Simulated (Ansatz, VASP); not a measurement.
# KCl in VASP and in Ansatz

```xyz
2
Lattice="0.0000 3.1215 3.1215 3.1215 0.0000 3.1215 3.1215 3.1215 0.0000" Properties=species:S:1:pos:R:3 pbc="T T T"
K     0.0000    0.0000    0.0000
Cl    3.1215    3.1215    3.1215
```

Alike in both runs: functional PBEsol; k mesh 6 × 6 × 6; occupations gaussian, width 0.02 eV; no spin polarisation.

Ansatz relaxed the structure, and its values are those at the end. VASP's run is a single point on that final structure, the one shown.

|  | VASP | Ansatz |
| --- | --- | --- |
| version | VASP 6.6.1 | Ansatz 0.2.0 |
| potentials or method | VASP PAW PBE potentials, release 64 (K_sv, Cl) | scalar-relativistic, plane waves, PAW |
| plane-wave cutoff (eV) | 520 | 420 |
| valence electrons in the cell | 16 | 16 |

|  | VASP | Ansatz | Ansatz less VASP |
| --- | --- | --- | --- |
| gap on the k mesh at the Fermi level (eV) | 5.10 | 5.10 | +0.004 |
| least direct gap on the mesh (eV) | 5.10 | 5.10 | +0.004 |
| pressure (GPa) | 0.1 | 0.0 | -0.05 |

With one functional, cell and mesh, what is left measures potentials, basis and numerics.

Caveats: the PAW data sets were made with another functional, which shifts forces and pressure a little (VASP). A hybrid or GW would open this gap; PBEsol tends to underestimate it.
